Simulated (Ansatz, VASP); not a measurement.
## Al32O47 (V_O): VASP beside Ansatz

One calculation is typed for both programs; each brings its own data sets. How far apart do they land? The cell is taken from a series of runs on this material, whose earlier steps may have relaxed, scaled, displaced or heated it; both programs get it as it stands.

Program: Ansatz 0.2.0. Level of theory: plane waves, with VASP 6.6.1 beside it; single point at PBEsol. Results are calculated unless marked as measured.

## Step 1: The starting structure

The cell holds 79 atoms: 32 Al and 47 O. Its edges and angles: a = 10.278 Å, b = 10.278 Å, c = 10.278 Å, α = 55.3°, β = 55.3°, γ = 55.3°. It derives from Al2O3 (Al2O3 (R-3c)). Nearest the centre at fractional (0.625, 0.278, 0.472): Al17 at 1.76 Å, Al2 at 1.77 Å, Al24 at 1.99 Å, Al23 at 1.99 Å, O79 at 2.51 Å, O40 at 2.51 Å, O65 at 2.62 Å, O42 at 2.62 Å.

Coordinates:

```xyz
79
Lattice="4.7733 2.7559 8.6752 -4.7733 2.7559 8.6752 0.0000 -5.5117 8.6752" Properties=species:S:1:pos:R:3 pbc="T T T"
Al   -0.0037   -0.0020    8.4441
Al    0.0827    0.0021   11.1372
Al   -0.0014   -0.0014    1.9230
Al   -0.0214   -0.0100    4.5808
Al   -0.0036   -2.7587   12.7694
Al   -0.0013   -2.7628   15.4255
Al    0.0027   -2.7587    6.2619
Al    0.0000   -2.7603    8.9152
Al   -2.3888    1.3780   12.7679
Al   -2.3883    1.3768   15.4247
Al   -2.3848    1.3693    6.2581
Al   -2.3812    1.3713    8.9190
Al   -2.3836   -1.3833   17.1021
Al   -2.3863   -1.3847   19.7586
Al   -2.3684   -1.3651   10.5963
Al   -2.3858   -1.3781   13.2540
Al    2.3424    1.3067   12.7151
Al    2.3892    1.3795   15.4082
Al    2.3822    1.3712    6.2616
Al    2.3899    1.3773    8.9163
Al    2.3873   -1.3777   17.1029
Al    2.3866   -1.3767   19.7597
Al    2.3955   -1.3923   10.5883
Al    2.3936   -1.3934   13.2641
Al    0.0056    2.7529   17.1021
Al    0.0032    2.7570   19.7582
Al    0.0005    2.7540   10.5978
Al    0.0003    2.7539   13.2545
Al    0.0046   -0.0044   21.4443
Al    0.0021   -0.0059   24.1007
Al   -0.0022   -0.0038   14.9360
Al    0.0070   -0.0002   17.5907
O     0.9230   -1.3809    5.4192
O     1.6545    0.1114    7.5914
O    -1.6673   -0.1244    5.4179
O     0.7269    1.4885    5.4166
O    -0.7281   -1.4960    7.5885
O    -0.9249    1.3745    7.5898
O     0.9288   -4.1336    9.7603
O     1.6572   -2.6262   11.9277
O    -1.6534   -2.8683    9.7579
O     0.7437   -1.2673    9.7579
O    -0.7322   -4.2488   11.9259
O    -0.9160   -1.3763   11.9304
O    -1.4463    0.0032    9.7592
O    -0.7286    1.4958   11.9292
O    -4.0432    1.2629    9.7558
O    -1.6553    2.8675    9.7569
O    -3.1153   -0.1130   11.9265
O    -3.3195    2.7552   11.9266
O    -1.4599   -2.7574   14.0965
O    -0.7271   -1.2676   16.2616
O    -4.0457   -1.4939   14.0920
O    -1.6592    0.1114   14.0971
O    -3.1154   -2.8728   16.2638
O    -3.3112   -0.0045   16.2643
O     3.3084   -0.0017    9.7659
O     4.0354    1.4824   11.9220
O     0.7400    1.2679    9.7590
O     3.1186    2.8699    9.7552
O     1.4545    2.7562   11.9231
O     3.3151   -2.7647   14.0958
O     4.0451   -1.2691   16.2632
O     0.7328   -1.4887   14.0865
O     3.1112    0.0996   14.0945
O     1.6581   -2.8699   16.2601
O     1.4618    0.0002   16.2609
O     0.9175    1.3704   14.0933
O     1.6576    2.8655   16.2625
O    -1.6580    2.6400   14.0968
O     0.7299    4.2446   14.0955
O    -0.7314    1.2622   16.2675
O    -0.9264    4.1290   16.2660
O     0.9282   -1.3786   18.4307
O     1.6593    0.1180   20.6010
O    -1.6510   -0.1202   18.4318
O     0.7330    1.4921   18.4357
O    -0.7328   -1.4879   20.6014
O    -0.9420    1.3849   20.5998
```

## Step 2: VASP: single point, PBEsol, pair 1

With cell and atoms fixed, the geometry can't cause a difference; cores, projectors, grids and the points listed under the comparison can.

Lines of VASP's logs that name or quote its potential files are left out, and so is its time.

File INCAR:

```
SYSTEM = Al32O47
PREC = Accurate
ENCUT = 520
EDIFF = 1E-06
NELM = 120
ISMEAR = 0
SIGMA = 0.01
LREAL = Auto
ALGO = Normal
GGA = PS
NBANDS = 248
LORBIT = 11
LWAVE = .FALSE.
LCHARG = .FALSE.
ISIF = 2
LASPH = .TRUE.
GGA_COMPAT = .FALSE.
EFERMI = MIDGAP
NCORE = 2
```

File POSCAR:

```
Al32O47
1.0
    4.7733054486      2.7558691857      8.6752445018
   -4.7733054486      2.7558691857      8.6752445018
    0.0000000000     -5.5117383714      8.6752445018
Al O
32 47
Direct
    0.3239400000      0.3247200000      0.3247000000
    0.4367200000      0.4193900000      0.4276800000
    0.0736600000      0.0739450000      0.0740650000
    0.1731700000      0.1776450000      0.1772150000
    0.3234250000      0.3241850000      0.8243200000
    0.4254800000      0.4257450000      0.9268750000
    0.0740450000      0.0734850000      0.5742850000
    0.1756250000      0.1756150000      0.6764150000
    0.3236950000      0.8241500000      0.3239150000
    0.4257650000      0.9261100000      0.4261350000
    0.0734650000      0.5730700000      0.0748350000
    0.1762050000      0.6750650000      0.1768300000
    0.3237800000      0.8231500000      0.8244400000
    0.4254900000      0.9254100000      0.9266800000
    0.0765000000      0.5726850000      0.5722550000
    0.1760100000      0.6758350000      0.6759550000
    0.8129500000      0.3222200000      0.3305100000
    0.9257300000      0.4252000000      0.4251800000
    0.5730550000      0.0739800000      0.0747450000
    0.6762350000      0.1755450000      0.1760100000
    0.8239050000      0.3237650000      0.8237900000
    0.9259750000      0.4259850000      0.9257500000
    0.5735600000      0.0717150000      0.5752400000
    0.6761100000      0.1746600000      0.6781850000
    0.8241900000      0.8230250000      0.3241550000
    0.9262450000      0.9255800000      0.4257150000
    0.5738100000      0.5737050000      0.0741000000
    0.6758600000      0.6758000000      0.1761950000
    0.8241800000      0.8232200000      0.8244900000
    0.9258900000      0.9254600000      0.9267500000
    0.5734350000      0.5738900000      0.5743550000
    0.6766150000      0.6751550000      0.6759200000
    0.2213950000      0.0280300000      0.3752450000
    0.4717350000      0.1251200000      0.2782150000
    0.0260000000      0.3753000000      0.2232250000
    0.3742850000      0.2220100000      0.0280800000
    0.1248350000      0.2773750000      0.4725250000
    0.2778750000      0.4716350000      0.1253700000
    0.2223350000      0.0277450000      0.8750000000
    0.4730700000      0.1258900000      0.7759550000
    0.0282750000      0.3746550000      0.7218700000
    0.3761900000      0.2203850000      0.5282200000
    0.1245750000      0.2779800000      0.9721450000
    0.2792250000      0.4711200000      0.6248750000
    0.2236700000      0.5266750000      0.3746000000
    0.4725050000      0.6251450000      0.2774400000
    0.0277100000      0.8747450000      0.2221000000
    0.3749150000      0.7217050000      0.0280600000
    0.1250950000      0.7777550000      0.4719200000
    0.2771650000      0.9726050000      0.1250100000
    0.2219600000      0.5278000000      0.8751550000
    0.4720050000      0.6243250000      0.7781500000
    0.0273350000      0.8749000000      0.7221550000
    0.3746050000      0.7221950000      0.5281800000
    0.1248350000      0.7775100000      0.9723900000
    0.2778150000      0.9715050000      0.6254800000
    0.7216850000      0.0285850000      0.3754450000
    0.9704450000      0.1250250000      0.2787800000
    0.5291700000      0.3741350000      0.2216200000
    0.8750650000      0.2217200000      0.0277050000
    0.7771650000      0.4724600000      0.1247550000
    0.7216650000      0.0271500000      0.8760150000
    0.9718550000      0.1244200000      0.7783950000
    0.5279850000      0.3744550000      0.7213150000
    0.8734800000      0.2216800000      0.5295150000
    0.6248900000      0.2775150000      0.9719000000
    0.7779350000      0.4716850000      0.6247800000
    0.7205000000      0.5282800000      0.3757650000
    0.9717950000      0.6245300000      0.2782650000
    0.5276350000      0.8749850000      0.2223300000
    0.8747550000      0.7218400000      0.0281950000
    0.6247800000      0.7780000000      0.4723850000
    0.7776650000      0.9717500000      0.1255750000
    0.7220350000      0.5275700000      0.8749150000
    0.9725050000      0.6248900000      0.7772950000
    0.5280050000      0.8738850000      0.7227500000
    0.8753850000      0.7218200000      0.5278900000
    0.6248350000      0.7783500000      0.9715500000
    0.7766000000      0.9739450000      0.6240100000
```

File KPOINTS:

```
Automatic mesh
0
Gamma
1 1 1
0 0 0
```

PAW data sets: Al and O (PBE family, release 64).

The run is started by

```sh
mpirun -np 8 vasp_gam
```

Numbers of over 12 decimals in the logs are rounded to 6 here.

The log of the run:

```text
[banner, memory and clock lines left out]
running    8 mpi-ranks, on    1 nodes
[...]
|                                                                             |
|               ----> ADVICE to this user running VASP <----                  |
|                                                                             |
|     You enforced a specific xc type in the INCAR file but a different       |
|     [... a line on the potential file left out ...]
|     I HOPE YOU KNOW WHAT YOU ARE DOING!                                     |
|                                                                             |

 LDA part: xc-table for (Slater+PW92), standard interpolation
 POSCAR, INCAR and KPOINTS ok, starting setup
[...]
entering main loop
       N       E                     dE             d eps       ncg     rms          rms(c)
DAV:   1     0.369491208415E+04    0.36949E+04   -0.22323E+05   504   0.155E+03
DAV:   2    -0.272198261337E+03   -0.39671E+04   -0.37672E+04   704   0.374E+02
DAV:   3    -0.666242684128E+03   -0.39404E+03   -0.39084E+03   592   0.120E+02
DAV:   4    -0.674082247706E+03   -0.78396E+01   -0.78205E+01   592   0.181E+01
[...]
DAV:  13    -0.616924887441E+03    0.69880E-05   -0.75242E-05   600   0.276E-02    0.104E-02
DAV:  14    -0.616924887967E+03   -0.52647E-06   -0.15219E-05   576   0.973E-03    0.591E-03
DAV:  15    -0.616924888004E+03   -0.36584E-07   -0.14173E-06   360   0.297E-03
   1 F= -.61692489E+03 E0= -.61692489E+03  d E =0.000000E+00
```

Parts of OUTCAR (step 2):

```text
  FREE ENERGIE OF THE ION-ELECTRON SYSTEM (eV)
  ---------------------------------------------------
  free  energy   TOTEN  =      -616.9248880039 eV

  energy  without entropy=     -616.9248880039  energy(sigma->0) =     -616.92488800
```

The run ends at a pressure of -0.24 GPa, with forces up to 0.049 eV/Å.

## Step 3: Ansatz: single point, PBEsol, pair 1

Ansatz runs on its PAW soft_1 files.

The same cell, functional and mesh now go to Ansatz.

File input.yaml:

```yaml
crystal:
  checkpoint: "../q0.relax.run"
  host: checkpoint
basis:
  ecutwfc: 420
  xc_grid: 2
hamiltonian:
  xc: pbesol
  pseudopotentials: { kind: paw, azcp: { folder: soft_1 }, xc_functional: pbe }
kpoints:
  mp_grid: { grid: [1, 1, 1] }
scf:
  occupations: { method: fixed }
  max_iter: 100
output:
  forces: true
  charged_corrections:
    epsilon: [3.29, 3.29, 3.26]
    static_epsilon: [9.66, 9.66, 11.75]
    defect_position: [0.625, 0.277916, 0.472084]
  eigenvalues: true
  eigenstates: { localisation: true }
checkpoint:
  read: "../q0.relax.run"
  write: "../q0.a0.run"
  compress: false
  write_wavefunctions: false
  write_every: 100000
```

The run is started by

```sh
ansatz run input.yaml --threads 32 --pin off --max-ram 84787MiB --backend cuda --events-out ev --progress --plain --runs-dir out --max-vram 78GiB
```

The log of the run:

```text
crystal.checkpoint: the structure is that of <dir>, a `relax` run, at its step 5: its result, under pbesol at a charge of 0 e; 79 atoms read, 0 with a starting moment; crystal.structure_sha256 for this input is
Engine: ansatz 0.2.0, aarch64-unknown-linux-gnu
Pseudopotentials: kind: paw
Pseudopotential: Al, paw, valence charge 3, recommended cutoff 420 eV (normal), soft_1/Al.paw.azcp
Pseudopotential: O, paw, valence charge 6, recommended cutoff 420 eV (normal), soft_1/O.paw.azcp
Functional definition: PBEsol
  exchange = pbesol_x
  correlation = pbesol_c
device memory: the entry about to start is reckoned to put 3.4 GiB on a device that reports 179.1 GiB free (of which the cap on the GPU budget leaves the run 78.0 GiB)
GPU FFT provider: cuFFT
GPU libraries: cuBLAS 13.8.1, cuFFT 12.4.0, cuSOLVER 12.3.2
GPU matrix products: emulated (plane waves: as basis.precision tells), large ones in fixed point in workspaces of 1.00 GiB
Crystal: 79 atoms, lattice volume = 684.717 Å³
Basis set: ecut = 420 eV, 13355 PW (Γ), exchange–correlation on 144×144×144 points (8 copies of the dense FFT grid, shifted against one another)
Bands: 268, of which v1, the nominal top of the filled ones, is band 189 counted from 1 (188 counted from 0)
Symmetry: 1 space group operations
Space group: P1 (ITA 1), of the structure as read, at distance tolerance 8.8e-5 Å
k-points: 1
Non-local potential: Al, projectors of the file, l = 0: 2, l = 1: 2, l = 2: 1
Non-local potential: O, projectors of the file, l = 0: 2, l = 1: 2, l = 2: 1
PAW form: soft (Blöchl's): semilocal exchange-correlation on the pseudo side does not see the compensation charge
PAW frozen core: Al, regenerated for the run's functional, and the local potential with it (the file was generated under x = pbe(κ = 0.804, μ = 0.219515), c = pbe(β = 0.066725))
PAW frozen core: O, regenerated for the run's functional, and the local potential with it (the file was generated under x = pbe(κ = 0.804, μ = 0.219515), c = pbe(β = 0.066725))
PAW one-centre angular grid: Al, 110 points (default); XC on 64 Gauss nodes
PAW one-centre angular grid: O, 110 points (default); XC on 64 Gauss nodes
Initial density: read from a saved state, or passed on in memory by an earlier SCF of this step, an earlier step, the calling program or the single point that the run made first
Initial wavefunctions: pseudopotential atomic-orbital guess — the wavefunctions supplied were not used: wavefunction packing (Γ-real/complex/spinor) differs
GPU buffer pool allocated for 373248 grid points (all kernels)
GPU transforms: local potential and band sums: pruned to the plane-wave sphere, on 72×72×72
Functional: x = pbesol(κ = 0.804, μ = 0.123457), c = pbesol(β = 0.046)
iter 1 solved again at ethr=3.82e-7 eV; its pass at ethr=3.10e-3 eV (dr2=1.44e-3 eV) is discarded
SCF iter   1: F=—  HF=-43265.676637 eV  |Δ(HF+E_count)|=         —  Δρ=4.74e-4  dr2=1.05e-3  Hψ=1604
preconditioner: auto → Resta (q_TF=auto, 2.471 Å⁻¹)  ε∞=3.6  [insulator: Δε(μ)=4.019 eV  Ē_g=17.273 eV  n_scr=174 (ndim 8)  ℏωp=27.6 eV  f_vac=0.000  ε∞_Penn≈3.6]
SCF iter   2: F=—  HF=-43265.676926 eV  |Δ(HF+E_count)|=   2.89e-4  Δρ=2.21e-4  dr2=2.11e-4  Hψ=329
SCF iter   3: F=—  HF=-43265.676310 eV  |Δ(HF+E_count)|=   6.16e-4  Δρ=7.71e-5  dr2=3.76e-5  Hψ=350
SCF iter   4: F=—  HF=-43265.678002 eV  |Δ(HF+E_count)|=   1.69e-3  Δρ=1.68e-5  dr2=1.51e-6  Hψ=371
SCF iter   5: F=—  HF=-43265.678002 eV  |Δ(HF+E_count)|=   1.95e-7  Δρ=8.39e-6  dr2=3.33e-7  Hψ=372
SCF iter   6: F=-43265.678001 eV  HF=-43265.678001 eV  |Δ(HF+E_count)|=   7.17e-8  Δρ=1.32e-6  dr2=8.56e-9  Hψ=1894
SCF 1 converged in 6 iterations: F = -43265.678001 eV  dr2 = 8.56e-9
  greatest PAW one-centre occupation: 0.857 electrons in one spin orbital (limit 2), on the O atom at site 56 (counted from 0), in its partial waves of l = 0
SCF converged after 6 iterations
Free energy (F): -43265.678001 eV
Harris-Foulkes:  -43265.678001 eV  (|F-HF|=1.41e-9)
Internal energy: -43265.678001 eV  (E = F + TS)
E sigma→0 (E₀):  -43265.678001 eV
Fermi energy:    9.668789 eV
--- Per-component energies (eV) ---
  E_band       = 416.391258
  E_kinetic    = 8913.463251
  E_local      = -15738.342981  (includes V_loc(G=0)·N_el)
  E_nonlocal   = 2773.689151
  E_hartree    = 5983.519259
  E_xc         = -4605.578705
  E_vxc        = -5318.881703  (∫ρ·V_xc dr)
  E_paw        = -22020.389565  (= ΣΔE_a)
  E_vpaw       = -2180.613737  (= ΣTr[D̂ρ^β])
  E_aug_tail   = 0.037261  (compensation charges beyond the density's cutoff)
  E_ewald      = -18574.346655
  E_core_change = 2.270982  (= ΣΔE_core)
  E_smearing   = -0.000000  (= −TS)
  E_closure    = -0.000000  (closes the sum)
  Σ components = -43265.678001   (vs F -43265.678001, Δ=0.00e0)
--- Forces (eV/Å), atoms counted from 1 ---
  atom   1  Al     0.00529051     0.00820664    -0.00462565
  atom   2  Al    -0.03726251    -0.00822981    -0.01240549
  atom   3  Al     0.00318742     0.00357916    -0.00832960
  atom   4  Al     0.00238418     0.00186556     0.00860707
  atom   5  O     -0.02432497    -0.00001803     0.00074211
  atom   6  O     -0.01171817    -0.02138033    -0.00044661
  [... 73 more lines of this table ...]
  max |Σ_I F_I| component: 3.55e-6 eV/Å
--- Band table (eV) ---
  k-point 0: bands = ["-11.6921", "-10.7251", "-10.7002", "-10.5900", "-10.5873", "-10.5752", "-10.5728", "-10.5645", "-10.5644", "-10.5473", "-10.5222", "-10.3581", "-9.8974", "-9.8777", "-9.8267", "
```

Reading the cycles: dr2 is the Hartree energy of the density residual (eV), the measure of convergence; HF is the Harris–Foulkes estimate of the energy, which meets the free energy F at convergence.

## Step 4: Comparison

Known differences besides the potentials themselves: fixed occupations in Ansatz, narrow Gaussian smearing in VASP; the cutoff is 420 eV in Ansatz and 520 eV in VASP (PREC = Accurate, projectors in real space); Ansatz makes its cores anew for this functional, VASP keeps those of its PBE data sets. Total energies have different zeros and are not compared.

Both answers:

```tsv
quantity	Ansatz	VASP	difference
gap on the k mesh (eV)	4.038	4.055	-0.017
```

At this near-relaxed geometry the largest component of a force difference is 12 meV/Å. A gap on the mesh is an upper bound, since the band edges may lie between its points.

## Step 5: Ansatz: single point, PBEsol, pair 2

A single point gives forces, pressure and levels at one fixed geometry, so differences don't come from the geometry; what else differs is listed under the comparison.

The cell is taken from a series of runs on this material, whose earlier steps may have relaxed, scaled, displaced or heated it; both programs get it as it stands.

input.yaml, the sections that differ from step 3:

```yaml
crystal:
  checkpoint: "../qp1_M1.relax.run"
  host: checkpoint
total_charge: 1
magnetization:
  spin_polarized: true
  initial_magnetization: 1
  spin_locking: { lock_magnetization: hard }
output:
  forces: true
  charged_corrections:
    epsilon: [3.29, 3.29, 3.26]
    static_epsilon: [9.66, 9.66, 11.75]
    defect_position: [0.625, 0.277916, 0.472084]
  eigenvalues: true
  eigenstates: { localisation: true }
  efg: {}
checkpoint:
  read: "../qp1_M1.relax.run"
  write: "../qp1_M1.a0.run"
  compress: false
  write_wavefunctions: false
  write_every: 100000
# basis, hamiltonian, kpoints, scf: as in step 3
```

The log of the run:

```text
[...]
GPU FFT provider: cuFFT
GPU libraries: cuBLAS 13.8.1, cuFFT 12.4.0, cuSOLVER 12.3.2
[...]
Crystal: 79 atoms, lattice volume = 684.717 Å³
Basis set: ecut = 420 eV, 13355 PW (Γ), exchange–correlation on 144×144×144 points (8 copies of the dense FFT grid, shifted against one another)
[...]
E_corr1          = +0.717906  (monopole, q²α_M/2ε̄L, of the cell on which ε is isotropic)
  F Makov-Payne    = n/a  (the rows are of the electrons' constant alone; ansatz place-levels tells what screens the charge)
  no potential alignment in this run, which stands beside a crystal: run the host's input off ansatz write-host-input, and read the two finished runs by ansatz place-levels (neither reads a slab, a wire or a sheet, whose cell leaves a vacuum)
--- Band table (eV) ---
[...]
[key lines of the parts left out:]
SCF converged after 7 iterations
Magnetization: 1.0000 μB (189.0000 up, 188.0000 down)
Free energy (F): -43275.978231 eV
Fermi energy:    9.730360 (↑ 9.730360, ↓ 7.371645) eV
```

(Part 1 of 2 ends here.)

[Lines on the potential files, build, host, timing and source positions are cut from VASP's logs without a mark.]

[Logs are printed without paths, hosts, clocks, repeated set-up lines and the standing remarks that a program may print on its own settings, such as how far it seeks lower states.]

[Hosts, paths, dates, database ids (printed as entryN), source tags and the programs' standing remarks are cut or masked in the printed files.]
